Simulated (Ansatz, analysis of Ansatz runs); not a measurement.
# monolayer NbS2Br2 with Se_S, part 3 of 3

We look for the structure, spin, formation energy and gap states of neutral Se_S in monolayer NbS2Br2. Model: a cell of 40 host atoms with 1 S taken out and 1 Se put in.

Ansatz 0.2.0; plane-wave PAW DFT, PBEsol and LDA; supercells relaxed in a periodic cell with vacuum, the primitive cell and the final single points with the Coulomb interaction cut along the normal.

So far. Step 4 (Band edges against the vacuum level): The band edges were searched for over the zone, on the density of this mesh. The valence top lies 5.55 eV and the conduction bottom 4.01 eV below the vacuum level: a gap of 1.54 eV. Step 5 (Relaxing the neutral defect): With the common shift of the atoms taken out, the largest displacement is 0.18 Å, and the sheet with its defect is 0.19 Å thicker than the perfect one.

## (6) Energies and states on the vacuum scale

Level of this step: plane-wave PAW DFT, PBEsol, Coulomb cut-off along the normal; single point of a defect in a monolayer on the structure relaxed with PBEsol (Ansatz).

Single points with the cut-off give energies without the images along the normal, and levels against the vacuum; the images in the plane remain.

The cell differs from the one that the last finished run ended in (c 18.000 → 35.000 Å).

File q0.point.pbesol/input.yaml:

```yaml
crystal:
  lattice:
    - [13.02631076, -0.01274449, 0.0]
    - [-6.43828694, 11.32400939, 0.0]
    - [0.0, 0.0, 35.0]
  atoms:
    - { symbol: Nb, position: [-0.0004786, 0.0007971, 0.50003752] }
    - { symbol: Nb, position: [0.12531678, 0.37408964, 0.50031026] }
[... 2 atom lines left out ...]
    - { symbol: S, position: [0.42067553, 0.29559239, 0.47627962] }
[... 16 atom lines left out ...]
    - { symbol: Nb, position: [0.6253942, 0.37343097, 0.49941866] }
[... 3 atom lines left out ...]
    - { symbol: Se, position: [0.54802395, 0.42291373, 0.43715766] }
[... 3 atom lines left out ...]
    - { symbol: Br, position: [0.82227497, 0.49253228, 0.45628797] }
    - { symbol: Nb, position: [0.49844508, 0.50033488, 0.49938592] }
[... 7 atom lines left out ...]
    - { symbol: Br, position: [0.61745895, 0.69715252, 0.45615932] }
    - { symbol: Br, position: [0.82132248, 0.99312803, 0.45662517] }
  periodic: [true, true, false]
basis:
  ecutwfc: 420
  xc_grid: 2
hamiltonian:
  xc: pbesol
kpoints:
  mp_grid: { grid: [1, 1, 1] }
scf:
  occupations: { method: fixed }
  max_iter: 80
output:
  forces: true
  eigenvalues: true
  eigenstates: { localisation: true }
  populations: true
  band_densities: [{ bands: [v1, v1] }, { bands: [c1, c1] }]
  write_density: true
  write_potential: true
  volumetric_format: npy
checkpoint:
  write: "../q0.point.pbesol.run"
  compress: false
  write_wavefunctions: false
  write_every: 100000
```

The run is started by

```bash
ansatz run input.yaml --threads 4 --pin off --max-ram 10362MiB --backend cpu --events-out ev --progress --plain --runs-dir out
```

Numbers of over 12 decimals in the logs are rounded to 6 here.

The log of the run:

```text
[...]
Crystal: 40 atoms, lattice volume = 5159.980 Å³
Basis set: ecut = 420 eV, 100837 PW (Γ), exchange–correlation on 180×180×480 points (8 copies of the dense FFT grid, shifted against one another)
Bands: 201, of which v1, the nominal top of the filled ones, is band 161 counted from 1 (160 counted from 0)
Symmetry: 1 space group operations
[...]
k-points: 1
[...]
SCF iter   1: F=—  HF=-98480.882654 eV  |F-HF|=—  |Δ(HF+E_count)|=         —  Δρ=2.43e-3  dr2=2.63e-1  ethr=1.77e-3  ⟨swp⟩=7.0  Hψ=1085  notcnv=0  defer=38
[...]
SCF iter  13: F=-98480.906707 eV  HF=-98480.906707 eV  |F-HF|=6.63e-8  |Δ(HF+E_count)|=   2.33e-7  Δρ=7.19e-7  dr2=4.49e-8  ethr=3.11e-11  ⟨swp⟩=28.0  Hψ=2338  notcnv=0
SCF 1 converged in 13 iterations: F = -98480.906707 eV  dr2 = 4.49e-8
[...]
SCF converged after 13 iterations
Free energy (F): -98480.906707 eV
[...]
Internal energy: -98480.906707 eV  (E = F + TS)
E sigma→0 (E₀):  -98480.906707 eV
Fermi energy:    -5.495470 eV
[...]
--- Forces (eV/Å), atoms counted from 1 ---
  atom   1  Nb    -0.00687011     0.00922979    -0.00167595
  atom   2  Nb     0.01910967     0.00255603    -0.01281662
  [... 2 atoms left out ...]
  atom   5  S     -0.00317815    -0.00477952     0.00227561
  [... 4 atoms left out ...]
  atom  10  Br    -0.00373271     0.00108291    -0.00358071
  [... 11 atoms left out ...]
  atom  22  Nb     0.00491239    -0.00251913    -0.01451001
  [... 1 atom left out ...]
  atom  24  S      0.00716883     0.00649361     0.00684354
  [... 1 atom left out ...]
  atom  26  Se     0.00243508     0.00643121     0.00708062
  [... 2 atoms left out ...]
  atom  29  Br     0.00018813    -0.00066044    -0.00249299
  atom  30  Br    -0.00225798    -0.00255981    -0.00734294
  atom  31  Nb    -0.00666585     0.00820214    -0.01264613
  [... 1 atom left out ...]
  atom  33  S      0.00060423    -0.00285691     0.00363856
  [... 5 atoms left out ...]
  atom  39  Br     0.00162706    -0.00717176    -0.00240127
  [... 1 atom left out ...]
  max |Σ_I F_I| component: 7.44e-5 eV/Å
--- Band table (eV) ---
[...]
° read free of the cell's end (the report's vacuum.weakly_bound_levels)
--- Löwdin populations: 40 sites ---
  site symbol       q [e]
     0     Nb     12.6255
     1     Nb     12.6268
  [... 2 atoms left out ...]
     4      S      5.9317
  [... 4 atoms left out ...]
     9     Br      7.1486
  [... 11 atoms left out ...]
    21     Nb     12.6304
  [... 1 atom left out ...]
    23      S      5.8849
  [... 1 atom left out ...]
    25     Se     15.8455
  [... 2 atoms left out ...]
    28     Br      7.1485
    29     Br      7.1521
    30     Nb     12.6302
  [... 1 atom left out ...]
    32      S      5.8728
  [... 5 atoms left out ...]
    38     Br      7.1525
  [... 1 atom left out ...]
  spilling = 0.007685 (of n_electrons = 322.000000)
--- Band densities, each state counted as filled ---
  window                                       electrons  max residual (eV)  cut levels
  bands: [v1, v1]                               2.000000             2.2e-9           0
  bands: [c1, c1]                               2.000000             8.3e-5           0
```

Wall time 53 s (4 threads of Arm Neoverse V1, shared host); peak memory 4.1 GiB.

With the cut-off the largest force on the relaxed structure is 0.023 eV/Å, so the structure stays at rest.

From eigenstates.tsv, first k-point; energies on the run's zero. The participation number counts the atoms that a state is spread over, of 40; bands count from 0.

```csv
spin,band,energy (eV),occupation,participation,largest share on,share
both,155,-6.388,2.00,24.5,S23,0.07
both,156,-6.364,2.00,18.9,Se26,0.13
both,157,-5.634,2.00,17.2,Nb11,0.09
both,158,-5.537,2.00,12.9,Nb1,0.17
both,159,-5.533,2.00,12.4,Nb11,0.14
both,160,-5.495,2.00,8.3,Nb22,0.23
both,161,-3.987,0.00,28.1,Nb11,0.05
both,162,-3.712,0.00,23.6,Se26,0.09
both,163,-3.445,0.00,16.8,Nb31,0.11
both,164,-3.436,0.00,23.1,Nb21,0.07
both,165,-3.426,0.00,21.3,Nb21,0.07
```

Under PBEsol at the zone centre alone, the highest filled state is spread over 8 of 40 atoms, and the lowest empty one, 1.51 eV above it, is spread over 28 of 40 atoms.

Löwdin populations of the atoms near the centre, and their excess over far atoms of the same element, which can also hold differences between inequivalent host sites (the log counts sites from 0):

```csv
atom,distance from the centre (Å),electrons,excess
Se26,0.18,15.845,-
S5,2.06,5.932,0.047
Nb22,2.46,12.630,0.004
Nb31,2.47,12.630,0.004
Br30,3.25,7.152,0.004
Br39,3.25,7.152,0.005
S33,3.47,5.873,-0.011
Br29,3.55,7.148,0.001
```

Smooth density of the highest filled band in the ca plane at fractional y = 0.424, through the centre, with atoms of S and Se within 0.45 Å of it.

Ten steps, logarithmic in the rise over the least value, from '0' (0.00 Å⁻³) to '9' (0.21 Å⁻³), each cell a mean:
```
00000000000000000000010002220000000000000000
00000000000000000000000001210000000000000000
00000000000000000000000000000111011000000000
00000000000000000000112110000110233210000000
00000000000000000000122210000003554210000000
00000000000000000000011100000001332110000000
00000000000000000000001000013432000000000000
00000000000000000000001112258875200000000000
00000000000000000000011211477765310000000000
00000000000000000000012114799632320110000000
00000000000000000011100114799741110110000000
00000000000000000012210112588640110000000000
00000000000000000001100245544210110000000000
00000000000000000000000246774210000000000000
00000000000000000000000023442000000000000000
00000000000000000000122210000000121100000000
00000000000000000001234431000001332100000000
00000000000000000001123310000001221100000000
00000000000000000000111100111000011000000000
00000000000000000000000000001210000000000000
00000000000000000000011100002320001000000000
00000000000000000000012100121000011100000000
00000000000000000000000000122100000000000000
00000000000000000000111000001000111000000000
```
Columns run along c (16.0 Å, from fractional 0.21 to 0.67 of the cell), rows up along a (13.0 Å). Atoms in or near the plane, at fractional coordinates: S at (0.56, 0.07), S at (0.44, 0.05), S at (0.56, 0.58), Se at (0.44, 0.55).

Smooth density of the lowest empty band in the ca plane at fractional y = 0.424, through the centre, with atoms of S and Se within 0.45 Å of it.

Ten even steps from '0' (-0.004 Å⁻³) to '9' (0.067 Å⁻³), each cell a mean:
```
00000000000000000000011000002211100000000000
00000000000000000000000000015420000000000000
00000000000000000000000000001100000000000000
00000000000000000000000000000000000000000000
00000000000000000000000000000000000000000000
00000000000000000000000000000000000000000000
00000000000000000000000000121000000000000000
00000000000000000000000001692111000000000000
00000000000000000000000000231211100000000000
00000000000000000000000000011100000000000000
00000000000000000000000000111000121000000000
00000000000000000001110001110001221000000000
00000000000000000000111001002211100000000000
00000000000000000000000000025310000000000000
00000000000000000000000000011100000000000000
00000000000000000000000000000000000000000000
00000000000000000000000000000000000000000000
00000000000000000000000000000000000000000000
00000000000000000000000000121000000000000000
00000000000000000000000001593111000000000000
00000000000000000000000000231221000000000000
00000000000000000000000000011110000000000000
00000000000000000000100000111000110000000000
00000000000000000000111000110001121000000000
```
Columns run along c (16.0 Å, from fractional 0.21 to 0.67 of the cell), rows up along a (13.0 Å). Atoms in or near the plane, at fractional coordinates: S at (0.56, 0.07), S at (0.44, 0.05), S at (0.56, 0.58), Se at (0.44, 0.55).

Valence density in the ca plane at fractional y = 0.424, through the centre, with atoms of S and Se within 0.45 Å of it. It is the smooth field of the valence electrons, not physical close to the nuclei.

Ten steps, logarithmic in the rise over the least value, from '0' (0 e/Å³) to '9' (24 e/Å³), each cell a mean:
```
00000000000000000000122222233211111000000000
00000000000000000000000011222211110000000000
00000000000000000000000011111122221000000000
00000000000000000000011221101233332100000000
00000000000000000000012332111233332100000000
00000000000000000000012332111122321000000000
00000000000000000000001222222111100000000000
00000000000000000000000112345321000000000000
00000000000000000000112112455422222100000000
00000000000000000002366322233223333210000000
00000000000000000013699632122123333310000000
00000000000000000012477422222122333210000000
00000000000000000001122212233211111000000000
00000000000000000000000011222211110000000000
00000000000000000000000011111122221000000000
00000000000000000000001221101233332100000000
00000000000000000000012332111233332100000000
00000000000000000000012332111122321000000000
00000000000000000000001222222111100000000000
00000000000000000000000111345321000000000000
00000000000000000000011112455422222100000000
00000000000000000001233332233223333210000000
00000000000000000001332332222123333310000000
00000000000000000001233332222112333210000000
```
Columns run along c (16.0 Å, from fractional 0.21 to 0.67 of the cell), rows up along a (13.0 Å). Atoms in or near the plane, at fractional coordinates: S at (0.56, 0.07), S at (0.44, 0.05), S at (0.56, 0.58), Se at (0.44, 0.55).

Formation energy from total energies, with S (S12 rings, Pnnm; not the stable S8 form) and Se (trigonal (grey) selenium) as references:

```csv
total moment (μB),formation energy (eV)
0,0.34
2,1.67
```

## (7) The same structures under LDA

LDA on the structures relaxed with PBEsol shows how much of the energy belongs to the functional at a fixed structure; lattice and atoms are not at rest under it.

q0.point.lda/input.yaml, as its differences from q0.point.pbesol/input.yaml of step 6:

```diff
@@ -25,3 +25,3 @@
 hamiltonian:
-  xc: pbesol
+  xc: lda
 kpoints:
@@ -34,10 +34,4 @@
   eigenvalues: true
-  eigenstates: { localisation: true }
-  populations: true
-  band_densities: [{ bands: [v1, v1] }, { bands: [c1, c1] }]
-  write_density: true
-  write_potential: true
-  volumetric_format: npy
 checkpoint:
-  write: "../q0.point.pbesol.run"
+  write: "../q0.point.lda.run"
   compress: false
```

The log of the run:

```text
[...]
Crystal: 40 atoms, lattice volume = 5159.980 Å³
Basis set: ecut = 420 eV, 100837 PW (Γ), exchange–correlation on 180×180×480 points (8 copies of the dense FFT grid, shifted against one another)
Bands: 201, of which v1, the nominal top of the filled ones, is band 161 counted from 1 (160 counted from 0)
Symmetry: 1 space group operations
[...]
k-points: 1
[...]
SCF iter   1: F=—  HF=-97103.480598 eV  |F-HF|=—  |Δ(HF+E_count)|=         —  Δρ=2.75e-3  dr2=2.49e-1  ethr=1.77e-3  ⟨swp⟩=6.0  Hψ=1003  notcnv=0  defer=38
[...]
SCF iter  12: F=-97103.492033 eV  HF=-97103.492033 eV  |F-HF|=1.89e-7  |Δ(HF+E_count)|=   7.11e-8  Δρ=1.06e-6  dr2=7.10e-8  ethr=3.11e-11  ⟨swp⟩=20.0  Hψ=1466  notcnv=0
SCF 1 converged in 12 iterations: F = -97103.492033 eV  dr2 = 7.10e-8
[...]
SCF converged after 12 iterations
Free energy (F): -97103.492033 eV
[...]
Internal energy: -97103.492033 eV  (E = F + TS)
E sigma→0 (E₀):  -97103.492033 eV
Fermi energy:    -5.690674 eV
[...]
--- Forces (eV/Å), atoms counted from 1 ---
  atom   1  Nb     0.02658125    -0.01000843    -0.00166060
  atom   2  Nb    -0.01492714     0.02255799    -0.01365649
  [... 2 atoms left out ...]
  atom   5  S      0.07789609     0.13432149     0.03452824
  [... 4 atoms left out ...]
  atom  10  Br     0.00403210    -0.04593531     0.16086679
  [... 11 atoms left out ...]
  atom  22  Nb    -0.03068531     0.01561755    -0.01149151
  [... 1 atom left out ...]
  atom  24  S      0.02702936     0.04074316    -0.24327080
  [... 1 atom left out ...]
  atom  26  Se    -0.01523743    -0.02395224     0.27001401
  [... 2 atoms left out ...]
  atom  29  Br    -0.04446568    -0.01735913     0.16210088
  atom  30  Br     0.00502368    -0.04862244     0.15696317
  atom  31  Nb     0.02660580    -0.01402367    -0.00939803
  [... 1 atom left out ...]
  atom  33  S     -0.08071305    -0.14253903    -0.03247112
  [... 5 atoms left out ...]
  atom  39  Br    -0.04212323    -0.02327089     0.16196780
  [... 1 atom left out ...]
  max |Σ_I F_I| component: 7.30e-5 eV/Å
--- Band table (eV) ---
[...]
```

Run time: 39 s. Hardware: 4 threads; peak memory 3.7 GiB.

Formation energy from total energies, with S (S12 rings, Pnnm; not the stable S8 form) and Se (trigonal (grey) selenium) as references:

```csv
total moment (μB),formation energy (eV)
0,0.35
2,1.71
```

Against PBEsol the formation energy goes from 0.34 to 0.35 eV.

## (8) Outcome

```yaml
valence_top_of_the_perfect_sheet_below_vacuum: 5.55 eV
gap_of_the_perfect_sheet_pbesol: 1.54 eV
largest_displacement_common_shift_taken_out: 0.18 Å
atoms_nearest_to_the_centre: Se 0.18, S 2.06, Nb 2.46, Nb 2.47, Br 3.25, Br 3.25 Å
formation_energy_elements_as_references_pbesol: 0.34 eV
formation_energy_elements_as_references_lda: 0.35 eV
moment_of_the_lowest_state_among_those_obtained: 0 μB
levels_over_0p1_ev_inside_the_gap_on_about_a_quarter_of_the_atoms_or_fewer: 0
```

What this shows: Under PBEsol the neutral defect costs 0.34 eV against the perfect sheet and the elements' reference phases, lowest with the moment held at 0 μB; the state with 2 μB lies 1.33 eV higher. At the first k-point no level inside the gap and clear of its edges is confined to about a quarter of the atoms or fewer. Across PBEsol and LDA the formation energy spans 0.01 eV on one structure. Limits: the images lie 13.0 Å apart in the plane; semilocal functionals make the gap too small and spread bound carriers; Kohn–Sham levels are not transition levels, and excitons, strong in sheets, are left out; a free-standing sheet, no substrate.

[Logs are printed without paths, hosts, clocks, repeated set-up lines and the standing remarks that a program may print on its own settings, such as how far it seeks lower states.]

[Hosts, paths, dates, database ids (printed as entryN), source tags and the programs' standing remarks are cut or masked in the printed files.]

[Maps of the electrostatic potential energy from Ansatz leave out the sawtooth potential of an applied field or a dipole correction, so their vacuum need not be flat.]
